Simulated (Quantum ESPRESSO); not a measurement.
As:

```
As
1.0
     1.88080    1.08588    3.51406
    -1.88080    1.08588    3.51406
     0.00000   -2.17176    3.51406
As
2
Cartesian
  0.0000 0.0000 2.3825
  0.0000 0.0000 8.1597
```

Base run:

- Program: Quantum ESPRESSO 7.5
- Functional: PBEsol
- Potentials or basis: SG15 PBE 1.2
- Cutoff: 952 eV
- Density cutoff: 3810 eV
- k mesh: 9 × 9 × 9
- Occupations: fermi-dirac, width 0.05 eV
- Spin: no spin polarisation

Its results: band gap on the k mesh none (metal or under the smearing width); pressure 2.3 GPa; largest force 0.608 eV/Å.

Problem. After a change of settings the same cell gave: band gap on the k mesh none (metal or under the smearing width); pressure 4.8 GPa; largest force 0.435 eV/Å. Which change was it?
A. functional from PBEsol to vdW-DF-cx
B. functional from PBEsol to SCAN; k mesh from 9 × 9 × 9 to 7 × 7 × 7
C. functional from PBEsol to AM05
D. functional from PBEsol to RPBE

Solution. D.

RPBE binds less tightly than PBEsol, so the same cell stands under more pressure.

Caveats: the potentials were made for another functional, which shifts forces and pressure.
